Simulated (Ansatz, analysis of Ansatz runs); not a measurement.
**As-vacancy pair (E centre) in Si: charge-transition level, r2SCAN**

How near does this set-up come to the measured charge-transition level? Subject: As-vacancy pair (E centre) in Si. Set-up: r2SCAN, 64-site cell, r2SCAN lattice, 500 eV, k: the single point 1/4 1/4 1/4 then 2x2x2 shifted 0.5 0.5 0.5. The model is a cell of 64 host atoms with 1 site emptied and As put on another atom's site. The level is the Fermi energy at which two charge states have equal formation energy, after a correction for the images of the charge. A meta-GGA costs about twice a GGA and mends lattice constants and part of the gap.

**The experiment.** (0/-1) level below the conduction-band bottom: 0.47 eV, by DLTS (quoted in “E Center in Silicon Has a Donor Level in the Band Gap”, 2006, A. Nylandsted Larsen et al., quoting earlier work (2002)). The runs below try to reproduce this.

Method: plane-wave PAW DFT, r2SCAN; relaxation of all atoms of a defect supercell, in Ansatz 0.2.0.

### 1. The structure

The cell holds 63 atoms: 62 Si and 1 As. Cell: a = 10.888 Å, b = 10.888 Å, c = 10.888 Å, α = 90.0°, β = 90.0°, γ = 90.0°. It derives from Si (space group Fd-3m). Nearest the centre at fractional (0.375, 0.375, 0.375): Si41 at 2.36 Å, As4 at 2.36 Å, Si48 at 2.36 Å, Si26 at 2.36 Å, Si37 at 3.85 Å, Si22 at 3.85 Å, Si14 at 3.85 Å, Si13 at 3.85 Å.

The host's primitive cell comes from a first run (plane-wave PAW DFT, r2SCAN; relaxation of the host's cell and atoms): vectors of 3.850, 3.850 and 3.850 Å. That is 20.17 Å³ an atom, 0.7 % over the diffraction cell's volume. The supercell is built on it.

### 2. Relaxation, charge 0

Every later number rests on the structure around the defect, so the atoms are relaxed at the host's lattice first.

Contents of relax0/input.yaml:

```yaml
relax:
  f_tol: 0.02
  max_steps: 80
  random_displacement: { amplitude: 0.12, seed: 509 }
crystal:
  lattice:
    - [10.88847935, 0.0, 0.0]
    - [0.0, 10.88847935, 0.0]
    - [0.0, 0.0, 10.88847935]
  atoms:
    - { symbol: Si, position: [0.0, 0.0, 0.25] }
    - { symbol: Si, position: [0.0, 0.25, 0.0] }
    - { symbol: Si, position: [0.25, 0.0, 0.0] }
    - { symbol: As, position: [0.25, 0.25, 0.25] }
    - { symbol: Si, position: [0.125, 0.125, 0.375] }
    - { symbol: Si, position: [0.125, 0.375, 0.125] }
    - { symbol: Si, position: [0.375, 0.125, 0.125] }
    - { symbol: Si, position: [0.0, 0.0, 0.75] }
    - { symbol: Si, position: [0.0, 0.25, 0.5] }
    - { symbol: Si, position: [0.25, 0.0, 0.5] }
    - { symbol: Si, position: [0.25, 0.25, 0.75] }
    - { symbol: Si, position: [0.125, 0.125, 0.875] }
    - { symbol: Si, position: [0.125, 0.375, 0.625] }
    - { symbol: Si, position: [0.375, 0.125, 0.625] }
    - { symbol: Si, position: [0.375, 0.375, 0.875] }
    - { symbol: Si, position: [0.0, 0.5, 0.25] }
    - { symbol: Si, position: [0.0, 0.75, 0.0] }
    - { symbol: Si, position: [0.25, 0.5, 0.0] }
    - { symbol: Si, position: [0.25, 0.75, 0.25] }
    - { symbol: Si, position: [0.125, 0.625, 0.375] }
    - { symbol: Si, position: [0.125, 0.875, 0.125] }
    - { symbol: Si, position: [0.375, 0.625, 0.125] }
    - { symbol: Si, position: [0.375, 0.875, 0.375] }
    - { symbol: Si, position: [0.0, 0.5, 0.75] }
    - { symbol: Si, position: [0.0, 0.75, 0.5] }
    - { symbol: Si, position: [0.25, 0.5, 0.5] }
    - { symbol: Si, position: [0.25, 0.75, 0.75] }
    - { symbol: Si, position: [0.125, 0.625, 0.875] }
    - { symbol: Si, position: [0.125, 0.875, 0.625] }
    - { symbol: Si, position: [0.375, 0.625, 0.625] }
    - { symbol: Si, position: [0.375, 0.875, 0.875] }
    - { symbol: Si, position: [0.5, 0.0, 0.25] }
    - { symbol: Si, position: [0.5, 0.25, 0.0] }
    - { symbol: Si, position: [0.75, 0.0, 0.0] }
    - { symbol: Si, position: [0.75, 0.25, 0.25] }
    - { symbol: Si, position: [0.625, 0.125, 0.375] }
    - { symbol: Si, position: [0.625, 0.375, 0.125] }
    - { symbol: Si, position: [0.875, 0.125, 0.125] }
    - { symbol: Si, position: [0.875, 0.375, 0.375] }
    - { symbol: Si, position: [0.5, 0.0, 0.75] }
    - { symbol: Si, position: [0.5, 0.25, 0.5] }
    - { symbol: Si, position: [0.75, 0.0, 0.5] }
    - { symbol: Si, position: [0.75, 0.25, 0.75] }
    - { symbol: Si, position: [0.625, 0.125, 0.875] }
    - { symbol: Si, position: [0.625, 0.375, 0.625] }
    - { symbol: Si, position: [0.875, 0.125, 0.625] }
    - { symbol: Si, position: [0.875, 0.375, 0.875] }
    - { symbol: Si, position: [0.5, 0.5, 0.25] }
    - { symbol: Si, position: [0.5, 0.75, 0.0] }
    - { symbol: Si, position: [0.75, 0.5, 0.0] }
    - { symbol: Si, position: [0.75, 0.75, 0.25] }
    - { symbol: Si, position: [0.625, 0.625, 0.375] }
    - { symbol: Si, position: [0.625, 0.875, 0.125] }
    - { symbol: Si, position: [0.875, 0.625, 0.125] }
    - { symbol: Si, position: [0.875, 0.875, 0.375] }
    - { symbol: Si, position: [0.5, 0.5, 0.75] }
    - { symbol: Si, position: [0.5, 0.75, 0.5] }
    - { symbol: Si, position: [0.75, 0.5, 0.5] }
    - { symbol: Si, position: [0.75, 0.75, 0.75] }
    - { symbol: Si, position: [0.625, 0.625, 0.875] }
    - { symbol: Si, position: [0.625, 0.875, 0.625] }
    - { symbol: Si, position: [0.875, 0.625, 0.625] }
    - { symbol: Si, position: [0.875, 0.875, 0.875] }
  host:
    repeats: [2, 2, 2]
    atoms:
      - { symbol: Si, position: [0.0, 0.0, 0.5] }
      - { symbol: Si, position: [0.0, 0.5, 0.0] }
      # ... 6 more atoms of the perfect host
basis:
  ecutwfc: 500
  xc_grid: 2
hamiltonian:
  xc: r2scan
kpoints:
  mp_grid: { grid: [1, 1, 1], shift: [0.25, 0.25, 0.25] }
magnetization:
  spin_polarized: true
  initial_magnetization: 1
  spin_locking: { lock_magnetization: hard }
scf:
  occupations: { method: fermi_dirac, width: 0.01 }
  max_iter: 120
output:
  forces: true
  charged_corrections:
    epsilon: 13.32
    static_epsilon: 13.32
    defect_position: [0.3125, 0.3125, 0.3125]
checkpoint:
  write: "../relax0.run"
  compress: false
  write_wavefunctions: true
  write_every: 100000
```

Started as:

```bash
ansatz run input.yaml --threads 4 --pin off --max-ram 7536MiB --backend cpu --events-out ev --progress --plain --runs-dir out
```

Numbers of over 12 decimals in the logs are rounded to 6 here.

The program printed:

```text
[... repeated set-up lines and file paths are left out, and long positions are rounded to six places ...]
Warning: This run holds its total moment fixed (magnetization.spin_locking.lock_magnetization: hard) and mixes its density by anderson or broyden (scf.mixing.algorithm, typed or taken by auto). [...]
Engine: ansatz 0.2.0, aarch64-unknown-linux-gnu
Pseudopotentials: kind: paw
Pseudopotential: Si, paw, valence charge 4, recommended cutoff 500 eV (meta_gga), Si.paw.azcp
Pseudopotential: As, paw, valence charge 15, recommended cutoff 500 eV (meta_gga), As.paw.azcp
Functional definition: r2SCAN
  parameter k0 = 0.174
  parameter k1 = 0.065
  parameter a1 = 4.9479
  exchange = r2scan_x(k0 = k0, k1 = k1, a1 = a1)
  correlation = r2scan_c
Crystal: 63 atoms, lattice volume = 1290.927 Å³
Basis set: ecut = 500 eV, 32795 PW (Γ), exchange–correlation on 160×160×160 points (8 copies of the dense FFT grid, shifted against one another)
Bands: 195, of which v1, the nominal top of the filled ones, is band 132 counted from 1 (131 counted from 0)
Symmetry: 1 space group operations
k-points: 1
Non-local potential: Si, projectors of the file, l = 0: 2, l = 1: 2, l = 2: 2
Non-local potential: As, projectors of the file, l = 0: 2, l = 1: 2, l = 2: 3, l = 3: 1
PAW form: soft (Blöchl's): semilocal exchange-correlation on the pseudo side does not see the compensation charge
PAW frozen core: Si, regenerated for the run's functional (the file was generated under x = pbe(κ = 0.804, μ = 0.219515), c = pbe(β = 0.066725))
PAW frozen core: As, regenerated for the run's functional (the file was generated under x = pbe(κ = 0.804, μ = 0.219515), c = pbe(β = 0.066725))
PAW one-centre angular grid: Si, 302 points (default); XC on 160 Gauss nodes
PAW one-centre angular grid: As, 590 points (default); XC on 160 Gauss nodes
Initial density: superposition of atomic densities (chi_scale 0.1, normalization cell)
Starting moments: Σ|m| = 1 μB on 63 of 63 sites
Initial wavefunctions: pseudopotential atomic-orbital guess
Functional: x = r2scan, c = r2scan; τ floored in thin density (d = 2e-4 eV/Å³)
SCF iter   1: F=—  HF=-44476.782010 eV  |F-HF|=—  |Δ(HF+E_count)|=         —  Δρ=2.25e-2 (↑2.24e-2 ↓2.25e-2)  dr2=2.34e1  dr2_τ=1.16e-1  dr2_m=2.14e-2  M=1.000 μB ∫|m|=1.002 μB  β_m=1.20  ethr=3.10e-3  ⟨swp⟩=6.0  Hψ=1804  notcnv=0  defer=76
preconditioner: auto → Resta (q_TF=auto, 2.093 Å⁻¹)  ε∞=4.8  [insulator: Δε(μ)=0.095 eV  Ē_g=8.383 eV  σ=0.010 eV  W_gap=0.98  n_scr=202 (ndim 8)  ℏωp=16.4 eV  f_vac=0.000  D(μ)=1.67/eV (n_scr^D=0)  ε∞_Penn≈4.8]
spin=Collinear: Resta preconditioning applied to the charge; magnetization (m = ρ↑ − ρ↓) channel mixes plain (no charge-response kernel on spin).
SCF iter   2: F=—  HF=-44476.676331 eV  |F-HF|=—  |Δ(HF+E_count)|=   1.06e-1  Δρ=1.70e-2 (↑1.70e-2 ↓1.70e-2)  dr2=1.34e1  dr2_τ=8.74e-3  dr2_m=2.57e-3  M=1.000 μB ∫|m|=1.194 μB  β_m=1.20  ethr=3.10e-3  ⟨swp⟩=2.0  Hψ=454  notcnv=0  defer=111  κ⁻¹=1.0e0(r=1)
SCF iter   3: F=—  HF=-44477.341916 eV  |F-HF|=—  |Δ(HF+E_count)|=   6.66e-1  Δρ=2.65e-3 (↑2.61e-3 ↓2.65e-3)  dr2=5.55e-1  dr2_τ=5.05e-4  dr2_m=4.72e-3  M=1.000 μB ∫|m|=1.583 μB  β_m=1.20  ethr=3.10e-3  ⟨swp⟩=3.5  Hψ=544  notcnv=0  defer=111  κ⁻¹=1.0e-2(r=2)
SCF iter   4: F=—  HF=-44477.392107 eV  |F-HF|=—  |Δ(HF+E_count)|=   5.02e-2  Δρ=1.42e-3 (↑1.42e-3 ↓1.37e-3)  dr2=1.56e-1  dr2_τ=2.27e-4  dr2_m=7.39e-4  M=1.000 μB ∫|m|=1.560 μB  β_m=1.20  ethr=2.11e-4  ⟨swp⟩=3.0  Hψ=479  notcnv=0  defer=115  κ⁻¹=5.9e-3(r=3)
SCF iter   5: F=—  HF=-44477.414769 eV  |F-HF|=—  |Δ(HF+E_count)|=   2.27e-2  Δρ=8.08e-4 (↑8.08e-4 ↓7.42e-4)  dr2=3.30e-2  dr2_τ=7.62e-5  dr2_m=3.44e-4  M=1.000 μB ∫|m|=1.663 μB  β_m=1.20  ethr=5.93e-5  ⟨swp⟩=3.0  Hψ=573  notcnv=0  defer=115  κ⁻¹=6.4e-4(r=4)
SCF iter   6: F=—  HF=-44477.428250 eV  |F-HF|=—  |Δ(HF+E_count)|=   1.35e-2  Δρ=3.94e-4 (↑3.94e-4 ↓3.93e-4)  dr2=6.70e-3  dr2_τ=1.90e-5  dr2_m=8.76e-5  M=1.000 μB ∫|m|=1.826 μB  β_m=1.20  ethr=1.26e-5  ⟨swp⟩=3.5  Hψ=521  notcnv=0  defer=115  κ⁻¹=1.2e-4(r=5)
SCF iter   7: F=—  HF=-44477.432676 eV  |F-HF|=—  |Δ(HF+E_count)|=   4.43e-3  Δρ=1.62e-4 (↑1.62e-4 ↓1.56e-4)  dr2=1.46e-3  dr2_τ=2.47e-6  dr2_m=2.20e-5  M=1.000 μB ∫|m|=1.903 μB  β_m=1.20  ethr=2.55e-6  ⟨swp⟩=3.0  Hψ=660  notcnv=0  defer=115  κ⁻¹=5.3e-5(r=6)
SCF iter   8: F=—  HF=-44477.433234 eV  |F-HF|=—  |Δ(HF+E_count)|=   5.58e-4  Δρ=7.00e-5 (↑6.38e-5 ↓7.00e-5)  dr2=2.82e-4  dr2_τ=2.92e-7  dr2_m=3.33e-6  M=1.000 μB ∫|m|=1.930 μB  β_m=1.20  ethr=5.55e-7  ⟨swp⟩=3.0  Hψ=530  notcnv=0  defer=115  κ⁻¹=1.1e-5(r=7)
SCF iter   9: F=—  HF=-44477.433296 eV  |F-HF|=—  |Δ(HF+E_count)|=   6.26e-5  Δρ=2.78e-5 (↑2.66e-5 ↓2.78e-5)  dr2=4.39e-5  dr2_τ=5.10e-8  dr2_m=1.05e-6  M=1.000 μB ∫|m|=1.933 μB  β_m=1.20  ethr=1.07e-7  ⟨swp⟩=2.0  Hψ=480  notcnv=0  defer=115  κ⁻¹=2.2e-6(r=8)
SCF iter  10: F=—  HF=-44477.433314 eV  |F-HF|=—  |Δ(HF+E_count)|=   1.75e-5  Δρ=1.37e-5 (↑1.37e-5 ↓1.37e-5)  dr2=1.33e-5  dr2_τ=1.26e-8  dr2_m=1.66e-7  M=1.000 μB ∫|m|=1.930 μB  β_m=1.20  ethr=3.80e-9  ⟨swp⟩=4.0  Hψ=1109  notcnv=0  κ⁻¹=5.4e-7(r=8)
SCF iter  11: F=—  HF=-44477.433322 eV  |F-HF|=—  |Δ(HF+E_count)|=   8.45e-6  Δρ=5.88e-6 (↑5.88e-6 ↓5.66e-6)  dr2=2.43e-6  dr2_τ=2.95e-9  dr2_m=4.12e-8  M=1.000 μB ∫|m|=1.928 μB  β_m=1.20  ethr=3.80e-9  ⟨swp⟩=4.0  Hψ=1026  notcnv=0  κ⁻¹=4.4e-6(r=8)
SCF iter  12: F=-44477.433324 eV  HF=-44477.433324 eV  |F-HF|=4.20e-7  |Δ(HF+E_count)|=   1.79e-6  Δρ=3.82e-6 (↑3.82e-6 ↓3.33e-6)  dr2=9.70e-7  dr2_τ=1.04e-9  dr2_m=1.67e-8  M=1.000 μB ∫|m|=1.927 μB  ethr=9.26e-10  ⟨swp⟩=3.5  Hψ=856  notcnv=0
SCF 1 converged in 12 iterations: F = -44477.433324 eV  dr2 = 9.70e-7
  greatest PAW one-centre occupation: 0.999 electrons in one spin orbital (limit 2), on the As atom at site 3 (counted from 0), in its partial waves of l = 2
relax step   1: F+E_penalty+E_count = -44477.43332437 eV  Δ(F+E_penalty+E_count) = +0.000e0 eV  max|allowed force component| = 2.959e0 eV/Å  Δτ_max = 0.0000 Å  (12 SCF iters, dr2 threshold 1.00e-5 eV, accepted)
[... the SCF cycles and remarks between the steps are left out from here to the last step ...]
relax step   2: F+E_penalty+E_count = -44483.44113791 eV  Δ(F+E_penalty+E_count) = -6.008e0 eV  max|allowed force component| = 8.658e-1 eV/Å  Δτ_max = 0.1994 Å  (8 SCF iters, dr2 threshold 1.00e-4 eV, accepted)
relax step   3: F+E_penalty+E_count = -44483.98189995 eV  Δ(F+E_penalty+E_count) = -5.408e-1 eV  max|allowed force component| = 1.459e-1 eV/Å  Δτ_max = 0.1403 Å  (8 SCF iters, dr2 threshold 4.68e-5 eV, accepted)
relax step   4: F+E_penalty+E_count = -44483.93436217 eV  Δ(F+E_penalty+E_count) = +4.754e-2 eV  max|allowed force component| = 2.889e-1 eV/Å  Δτ_max = 0.2000 Å  (10 SCF iters, dr2 threshold 1.33e-6 eV, rejected (line search))
relax step   5: F+E_penalty+E_count = -44484.00211324 eV  Δ(F+E_penalty+E_count) = -2.021e-2 eV  max|allowed force component| = 2.060e-2 eV/Å  Δτ_max = 0.0766 Å  (12 SCF iters, accepted)
SCF iter   1: F=—  HF=-44484.002381 eV  |F-HF|=—  |Δ(HF+E_count)|=         —  Δρ=7.03e-5 (↑7.03e-5 ↓7.00e-5)  dr2=2.14e-4  dr2_τ=4.25e-6  dr2_m=1.07e-6  M=1.000 μB ∫|m|=1.746 μB  β_m=1.20  ethr=7.96e-7  ⟨swp⟩=5.0  Hψ=915  notcnv=0  defer=115
SCF iter   2: F=—  HF=-44484.002460 eV  |F-HF|=—  |Δ(HF+E_count)|=   7.88e-5  Δρ=5.28e-5 (↑5.28e-5 ↓5.27e-5)  dr2=1.14e-4  dr2_τ=7.29e-8  dr2_m=7.65e-8  M=1.000 μB ∫|m|=1.747 μB  β_m=1.20  ethr=8.14e-8  ⟨swp⟩=2.5  Hψ=567  notcnv=0  defer=115  κ⁻¹=1.0e0(r=1)
SCF iter   3: F=—  HF=-44484.002466 eV  |F-HF|=—  |Δ(HF+E_count)|=   5.94e-6  Δρ=1.92e-5 (↑1.92e-5 ↓1.92e-5)  dr2=1.51e-5  dr2_τ=1.39e-8  dr2_m=5.70e-8  M=1.000 μB ∫|m|=1.747 μB  β_m=1.20  ethr=4.33e-8  ⟨swp⟩=2.5  Hψ=468  notcnv=0  defer=115  κ⁻¹=7.5e-2(r=2)
SCF iter   4: F=—  HF=-44484.002432 eV  |F-HF|=—  |Δ(HF+E_count)|=   3.42e-5  Δρ=5.49e-6 (↑5.49e-6 ↓5.35e-6)  dr2=1.84e-6  dr2_τ=1.08e-9  dr2_m=1.43e-8  M=1.000 μB ∫|m|=1.747 μB  β_m=1.20  ethr=5.73e-9  ⟨swp⟩=2.5  Hψ=486  notcnv=0  defer=115  κ⁻¹=1.5e-2(r=3)
SCF iter   5: F=—  HF=-44484.002432 eV  |F-HF|=—  |Δ(HF+E_count)|=   3.55e-7  Δρ=2.18e-6 (↑2.15e-6 ↓2.18e-6)  dr2=3.01e-7  dr2_τ=3.09e-10  dr2_m=2.59e-9  M=1.000 μB ∫|m|=1.747 μB  β_m=1.20  ethr=7.01e-10  ⟨swp⟩=2.0  Hψ=467  notcnv=0  defer=115  κ⁻¹=1.5e-3(r=4)
SCF iter   6: F=—  HF=-44484.002432 eV  |F-HF|=—  |Δ(HF+E_count)|=   8.65e-8  Δρ=1.04e-6 (↑1.03e-6 ↓1.04e-6)  dr2=5.88e-8  dr2_τ=8.97e-11  dr2_m=1.10e-9  M=1.000 μB ∫|m|=1.747 μB  β_m=1.20  ethr=3.80e-11  ⟨swp⟩=4.0  Hψ=965  notcnv=0  κ⁻¹=4.5e-4(r=5)
SCF iter   7: F=-44484.002432 eV  HF=-44484.002432 eV  |F-HF|=6.32e-9  |Δ(HF+E_count)|=   2.64e-8  Δρ=5.01e-7 (↑5.01e-7 ↓4.87e-7)  dr2=1.38e-8  dr2_τ=2.32e-11  dr2_m=1.93e-10  M=1.000 μB ∫|m|=1.747 μB  ethr=2.24e-11  ⟨swp⟩=4.0  Hψ=900  notcnv=0
SCF 6 converged in 7 iterations: F = -44484.002432 eV  dr2 = 1.38e-8
relax step   6: F+E_penalty+E_count = -44484.00243214 eV  Δ(F+E_penalty+E_count) = -3.189e-4 eV  max|allowed force component| = 5.658e-3 eV/Å  Δτ_max = 0.0037 Å  (7 SCF iters, accepted)
NSCF: frozen V_eff on 1 k-points
the band table was solved once a step of the walk had ended and its energy, with any forces and stress, was formed, with the checks that follow a solve (2052 applications of the Hamiltonian). They found nothing against the state; [...]
iter 1 solved again at ethr=5.24e-12 eV; its pass at ethr=3.10e-3 eV (dr2=1.38e-8 eV) is discarded
SCF iter   1: F=—  HF=-44484.002432 eV  |F-HF|=—  |Δ(HF+E_count)|=         —  Δρ=5.01e-7 (↑5.01e-7 ↓4.87e-7)  dr2=1.38e-8  dr2_τ=2.31e-11  dr2_m=1.92e-10  M=1.000 μB ∫|m|=1.747 μB  β_m=1.20  ethr=5.24e-12  ⟨swp⟩=1.0  Hψ=1088  notcnv=0
SCF iter   2: F=-44484.002432 eV  HF=-44484.002432 eV  |F-HF|=4.39e-9  |Δ(HF+E_count)|=   3.79e-9  Δρ=3.74e-7 (↑3.74e-7 ↓3.71e-7)  dr2=8.15e-9  dr2_τ=1.27e-11  dr2_m=2.64e-11  M=1.000 μB ∫|m|=1.747 μB  ethr=5.24e-12  ⟨swp⟩=3.0  Hψ=668  notcnv=0
SCF 7 converged in 2 iterations: F = -44484.002432 eV  dr2 = 8.15e-9
NSCF: frozen V_eff on 1 k-points
the band table was solved once a step of the walk had ended and its energy, with any forces and stress, was formed, with the checks that follow a solve (1368 applications of the Hamiltonian). They found nothing against the state; [...]
SCF converged after 2 iterations
Stability not checked: this state was not tested for a lower state beside it, because the mixer in use, unlike msr1, does not test its closes by its own steps (another_mixer; see scf.mixing.algorithm and scf.lower_state_search)
Magnetization: 1.0000 μB (132.0000 up, 131.0000 down)
Absolute magnetization: 1.7542 μB (∫|ρ↑−ρ↓|, with the PAW one-centre terms)
Spin contamination: 0.0941 ħ² per cell (⟨S²⟩ above its minimum at these occupations)
Per-site moments (μB) at R_I (Å): [(-0.00151979, 0.970583), (0.00103697, 0.970002), (0.000949906, 0.970046), [... 60 left out ...]
Free energy (F): -44484.002432 eV
Harris-Foulkes:  -44484.002432 eV  (|F-HF|=4.39e-9)
Internal energy: -44484.002432 eV  (E = F + TS)
E sigma→0 (E₀):  -44484.002432 eV
Fermi energy:    6.434020 (↑ 6.434021, ↓ 6.122822) eV
--- Per-component energies (eV) ---
  E_band       = -115.634765
  E_kinetic    = 2595.128595
  E_local      = -4485.173008  (includes V_loc(G=0)·N_el)
  E_nonlocal   = 876.958796
  E_hartree    = 1932.430402
  E_xc         = -3261.580618
  E_vxc        = -3160.441929  (∫ρ·V_xc dr)
  E_paw        = -34054.749813  (= ΣΔE_a)
  E_vpaw       = 68.018016  (= ΣTr[D̂ρ^β])
  E_aug_tail   = 0.000263  (compensation charges beyond the density's cutoff)
  E_vtau       = 125.013585  (kinetic-family band-sum trace: ∫τ·v_τ [+ j·A + Jᵃ·Aᵃ] dr)
  E_ewald      = -8080.820797
  E_core_change = -6.196253  (= ΣΔE_core)
  E_smearing   = -0.000000  (= −TS)
  E_closure    = -0.000000  (closes the sum)
  Σ components = -44484.002432   (vs F -44484.002432, Δ=0.00e0)
--- Forces (eV/Å), atoms counted from 1 ---
  atom   1  Si    -0.00171136     0.00089136     0.00220221
  atom   2  Si    -0.00318219     0.00004063     0.00095978
  [... 1 atom left out ...]
  atom   4  As     0.00321841     0.00385049    -0.00196070
  atom   5  Si    -0.00051559    -0.00084145    -0.00332558
  atom   6  Si    -0.00003117    -0.00190775     0.00113602
  atom   7  Si    -0.00092188     0.00038190     0.00028072
  [... 8 atoms left out ...]
  atom  16  Si    -0.00165383    -0.00196487    -0.00013715
  [... 5 atoms left out ...]
  atom  22  Si     0.00121953     0.00165802     0.00198586
  [... 3 atoms left out ...]
  atom  26  Si    -0.00573255     0.00473916     0.00304526
  [... 5 atoms left out ...]
  atom  32  Si    -0.00066820    -0.00191523    -0.00047159
  [... 8 atoms left out ...]
  atom  41  Si     0.00026005    -0.00520382     0.00344670
  [... 6 atoms left out ...]
  atom  48  Si    -0.00223268    -0.00258587    -0.00253727
  [... 15 atoms left out ...]
  max |Σ_I F_I| component: 1.38e-2 eV/Å
--- Band table (eV) ---
  k-point 0 ↑: bands = ["-29.9448", "-29.9440", "-29.9095", "-29.9092", [... 187 left out ...] "10.1999", "10.3556", "10.4182", "10.4357"]
  k-point 0 ↓: bands = ["-29.9444", "-29.9440", "-29.9098", "-29.9091", [... 187 left out ...] "10.2256", "10.3615", "10.4398", "10.4538"]
--- Relaxed structure (6 steps of the walk, 5 accepted, 0 SCFs on fresh bases) ---
  F+E_penalty+E_count = -44484.00243214 eV   max|allowed force component| = 5.658e-3 eV/Å
  atoms:
    - { symbol: Si, position: [-0.001111, -0.001265, 0.249718] }
    - { symbol: Si, position: [-0.000280, 0.247871, 0.000928] }
    [... 1 atom left out ...]
    - { symbol: As, position: [0.262389, 0.262124, 0.265771] }
    - { symbol: Si, position: [0.124862, 0.124626, 0.372105] }
    - { symbol: Si, position: [0.125222, 0.369424, 0.127872] }
    - { symbol: Si, position: [0.369604, 0.124971, 0.127851] }
    [... 8 atoms left out ...]
    - { symbol: Si, position: [0.000582, 0.497529, 0.251248] }
    [... 5 atoms left out ...]
    - { symbol: Si, position: [0.372419, 0.619399, 0.132319] }
    [... 3 atoms left out ...]
    - { symbol: Si, position: [0.256634, 0.500430, 0.494349] }
    [... 5 atoms left out ...]
    - { symbol: Si, position: [0.497710, 0.000364, 0.251258] }
    [... 8 atoms left out ...]
    - { symbol: Si, position: [0.500783, 0.255486, 0.495147] }
    [... 6 atoms left out ...]
    - { symbol: Si, position: [0.496024, 0.496534, 0.263644] }
    [... 15 atoms left out ...]
```

The job ended after 4.3 min (4 threads of Arm Neoverse V2, shared host; peak memory 3.8 GiB).

[end of part 1 of 2]

[Logs are printed without paths, hosts, clocks, repeated set-up lines and the standing remarks that a program may print on its own settings, such as how far it seeks lower states.]

[Hosts, paths, dates, database ids (printed as entryN), source tags and the programs' standing remarks are cut or masked in the printed files.]

[For some hosts the program warned that the k-mesh of the response run may be too coarse for force constants and the static dielectric constant; such warnings are not shown here.]
